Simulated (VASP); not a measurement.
# C, optical spectrum of independent particles: which settings are enough?

C, Fd-3m (no. 227), 2 atoms in the cell. LDA, independent-particle dielectric function; PAW potentials C_GW (LDA set). VASP 6.6.1.

Wanted: ε at zero frequency, electronic within 1 %; spectrum (imaginary part of ε) within 10 %.

POSCAR:
```
C
1.0
    0.0000000000      1.7833700000      1.7833700000
    1.7833700000      0.0000000000      1.7833700000
    1.7833700000      1.7833700000      0.0000000000
C
2
Direct
    0.7500000000      0.7500000000      0.7500000000
    0.5000000000      0.5000000000      0.5000000000
```

The series start from Bands in all (NBANDS): 14; Plane-wave cutoff (eV): 460; Energy points: 2000; k mesh: 13 × 13 × 13; Precision mode: Accurate; Electronic algorithm: Normal. Each series keeps the choices made before it, and each single choice may use up half of a tolerance. Times cover all steps of a run.

## Bands in all (NBANDS)

| Bands in all (NBANDS) | ε at zero frequency, electronic | Spectrum (imaginary part of ε), largest deviation against the largest value | Time (s) |
|---|---|---|---|
| 7 | 5.587 | 3.8 % | 2.7 |
| 10 | 5.886 | 3.6 % | 3.0 |
| 14 | 5.964 | 3.2 % | 3.0 |
| 20 | 5.978 | 2.1 % | 3.5 |
| 28 | 5.982 | 1.3 % | 3.9 |
| 44 (reference) | 5.985 | 0 % | 4.4 |

Chosen: 14, the loosest value from which every tighter one stays within half of the tolerance.

## Plane-wave cutoff (eV)

| Plane-wave cutoff (eV) | ε at zero frequency, electronic | Spectrum (imaginary part of ε), largest deviation against the largest value | Time (s) |
|---|---|---|---|
| 250 | 5.922 | 43 % | 2.2 |
| 320 | 6.01 | 19 % | 2.5 |
| 380 | 5.991 | 11 % | 2.5 |
| 460 | 5.964 | 1.6 % | 3.0 |
| 570 (reference) | 5.963 | 0 % | 3.3 |

Chosen: 460.

## Energy points

| Energy points | ε at zero frequency, electronic | Spectrum (imaginary part of ε), largest deviation against the largest value | Time (s) |
|---|---|---|---|
| default | 5.964 | 1.4 % | 2.9 |
| 2000 | 5.964 | 0.16 % | 3.0 |
| 4000 (reference) | 5.964 | 0 % | 3.7 |

Chosen: default.

## k mesh

| k mesh | ε at zero frequency, electronic | Spectrum (imaginary part of ε), largest deviation against the largest value | Time (s) |
|---|---|---|---|
| 6 × 6 × 6 | 6.262 | 122 % | 2.2 |
| 7 × 7 × 7 | 6.094 | 67 % | 2.4 |
| 10 × 10 × 10 | 5.974 | 57 % | 2.8 |
| 13 × 13 × 13 | 5.964 | 48 % | 2.9 |
| 17 × 17 × 17 | 5.963 | 46 % | 4.2 |
| 21 × 21 × 21 | 5.963 | 29 % | 5.0 |
| 26 × 26 × 26 (reference) | 5.963 | 0 % | 7.8 |

Chosen: 26 × 26 × 26; the next looser run is off by more than half of the tolerance, so convergence isn't shown beyond this value.

## Precision mode

| Precision mode | ε at zero frequency, electronic | Spectrum (imaginary part of ε), largest deviation against the largest value | Time (s) |
|---|---|---|---|
| Accurate | 5.963 | 0 % | 7.8 |
| Normal | 5.963 | 0.0076 % | 3.8 |
| Single | 5.963 | 0.015 % | 6.7 |

Chosen: Normal, the fastest of those that stay within half of the tolerance.

## Electronic algorithm

| Electronic algorithm | ε at zero frequency, electronic | Spectrum (imaginary part of ε), largest deviation against the largest value | Time (s) |
|---|---|---|---|
| Normal | 5.963 | 0 % | 3.8 |
| Fast | 5.963 | 0.031 % | 3.9 |
| Exact | 5.963 | 0.095 % | 43 |

Chosen: Normal; no other choice that stays within half of the tolerance saves 30 % of the time.

## All choices together

| Input | ε at zero frequency, electronic | Spectrum (imaginary part of ε), largest deviation against the largest value | Time (s) |
|---|---|---|---|
| all settings of the optics step left to the defaults, ground-state mesh (naive) | 5.76 | 42 % | 2.7 |
| chosen settings | 5.963 | 2.3 % | 3.8 |
| reference settings throughout | 5.983 | 0 % | 18 |

The chosen settings stay within the tolerance of the reference run, but the reference itself isn't shown to be converged in: k mesh.

## The input

INCAR.step1:
```
SYSTEM = C
  PREC = Normal
  ENCUT = 460
  ISMEAR = 0
  SIGMA = 0.02
  EDIFF = 1E-7
  LASPH = .TRUE.
  KPAR = 4
  LWAVE = .FALSE.
  LCHARG = .TRUE.
  GGA = CA
```

INCAR.step2:
```
SYSTEM = C
  PREC = Normal
  ENCUT = 460
  ISMEAR = 0
  SIGMA = 0.05
  EDIFF = 1E-6
  LASPH = .TRUE.
  KPAR = 4
  LWAVE = .FALSE.
  LCHARG = .FALSE.
  ICHARG = 11
  LOPTICS = .TRUE.
  NBANDS = 14
  CSHIFT = 0.1
  ALGO = Normal
  GGA = CA
```

KPOINTS.step1:
```
k-points
0
Gamma
  13 13 13
```

KPOINTS.step2:
```
Automatic mesh
0
Gamma
  26 26 26
  0 0 0
```

Commands (each step's output is kept before the next begins):
```
cat potpaw_LDA.64/C_GW/POTCAR > POTCAR
cp INCAR.step1 INCAR
cp KPOINTS.step1 KPOINTS
mpirun -np 4 vasp_std > vasp.out
cp INCAR.step2 INCAR
cp KPOINTS.step2 KPOINTS
mpirun -np 4 vasp_std > vasp.out
```

Limits: The pull between electron and hole is left out; the onset follows the functional's gap, which semilocal functionals usually make too small.

The chosen input took VASP 6.6.1 3.8 s on 4 cores (Intel Xeon 6975P-C (Granite Rapids)), a shared host.

## An input that fails: one empty band

It runs to its end, but against the unchanged starting input it is off by 38 % in the ε at zero frequency, electronic, 26 % in the spectrum (imaginary part of ε).

Changes against the starting input:
```
(step 2)
- NBANDS = 14
+ NBANDS = 5
```
